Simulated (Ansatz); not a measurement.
# O: the cost of one run

Computed with Ansatz 0.2.0 (DFT PBE+D3(BJ), scalar-relativistic, plane waves, PAW, unless a step's input says otherwise).

2 further runs of the same task are left out: 2 set aside as unsound or not needed.

## 1. The system as given

It takes space group R-3m (No. 166, trigonal). Conventional cell: a = 3.527 Å, b = 3.527 Å, c = 11.646 Å, α = 90.00°, β = 90.00°, γ = 120.00°. O (site symmetry 3m) is surrounded by 1 O at 1.22 Å.

Coordinates:

```cif
data_structure
_symmetry_space_group_name_H-M 'P 1'
_symmetry_Int_Tables_number 1
_cell_length_a 4.3837
_cell_length_b 4.3837
_cell_length_c 4.3837
_cell_angle_alpha 47.448
_cell_angle_beta 47.448
_cell_angle_gamma 47.448
_cell_volume 41.83
loop_
_atom_site_label
_atom_site_type_symbol
_atom_site_fract_x
_atom_site_fract_y
_atom_site_fract_z
_atom_site_occupancy
O1 O 0.94768 0.94768 0.94768 1
O2 O 0.05232 0.05232 0.05232 1
```

It goes back to an entry of the Materials Project, which need not be the stable form.

This cell was relaxed beforehand with the same method: volume 20.91 Å³/atom, gap on the mesh 1.55 eV, site moments up to 0.6 μB.

## 2. Point at V/V0 = 0.97

The input, input.yaml:

```yaml
crystal:
  lattice:
    - [1.7458848751, 1.0079871026, 3.8426671227]
    - [-1.7458848751, 1.0079871026, 3.8426671227]
    - [0.0, -2.0159742052, 3.8426671227]
  atoms:
    - { symbol: O, position: [0.9476826439, 0.9476826439, 0.9476826439], spin: 0.61 }
    - { symbol: O, position: [0.0523173561, 0.0523173561, 0.0523173561], spin: 0.61 }
basis:
  ecutwfc: 420
kpoints:
  mp_grid: { grid: [9, 9, 9] }
hamiltonian:
  xc: pbe
  dispersion: d3bj
scf:
  occupations: { method: gaussian, width: 0.02 }
output:
  forces: true
  stress: true
  eigenvalues: true
  populations: true
  write_density: true
  write_potential: true
  elf: true
  volumetric_format: npy
magnetization:
  spin_polarized: true
relax:
  adjacent_minimum: "off"
  f_tol: 0.01
  max_steps: 30
  cell: { stress_tol: 0.1, fix: [volume] }
```

Started as:

```
$ ansatz run input.yaml --threads 1 --pin off --max-ram 2560MiB --backend cpu --events-out ev --progress --plain --runs-dir out
```

Q: Estimate wall time and peak memory on 1 thread of an x86-64 CPU, shared host.

About 37 s, with a peak of 0.46 GiB.
